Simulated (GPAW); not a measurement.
The system is Co.

```
Co
1.0
     2.47200    0.00000    0.00000
    -1.23600    2.14081    0.00000
     0.00000    0.00000    4.02114
Co
2
Direct
  0.66667 0.33333 0.75000
  0.33333 0.66667 0.25000
```

```yaml
Program: GPAW 26.7.0
Task: relaxation of cell and atoms
Functional: PBEsol
Dispersion: D3(BJ)
Potentials_or_basis: PAW data sets generated in the run's folder for this functional
Cutoff: 600 eV
Basis: pw
k_mesh: 9 × 9 × 5
Occupations: fermi-dirac, width 0.05 eV
Spin: collinear spin, ferromagnetic start
Starting_moments: "[2.0, 2.0] μB"
```

At the start: pressure -12.3 GPa; volume 10.64 Å³/atom.

**Question.** Where does the relaxation end?

**Answer.** Over 6 steps the energy falls by 15.8 meV/atom and the volume is 10.12 Å³/atom (-4.8 %); space group P6_3/mmc (No. 194, to 0.05 Å); moment 3.03 μB per cell.

The path:
```tsv
step	energy change (eV)	largest force (eV/Å)	pressure (GPa)	volume (Å³)
1	0.0000	0.0001	-12.26	21.28
2	-0.0203	0.0000	-8.30	20.91
3	-0.0309	0.0000	0.66	20.20
4	-0.0316	0.0000	0.00	20.25
5	-0.0317	0.0000	-0.06	20.25
6	-0.0316	0.0000	-0.07	20.25
```

Final structure:
```
Co
1.0
     2.43488    0.00000    0.00000
    -1.21744    2.10867    0.00000
     0.00000    0.00000    3.94381
Co
2
Direct
  0.66667 0.33333 0.75000
  0.33333 0.66667 0.25000
```

Caveat: each step starts from the last one's moments, so a moment once lost doesn't come back; later steps reuse the first step's grids; pairwise dispersion overbinds metals, which lowers pressure and volume.
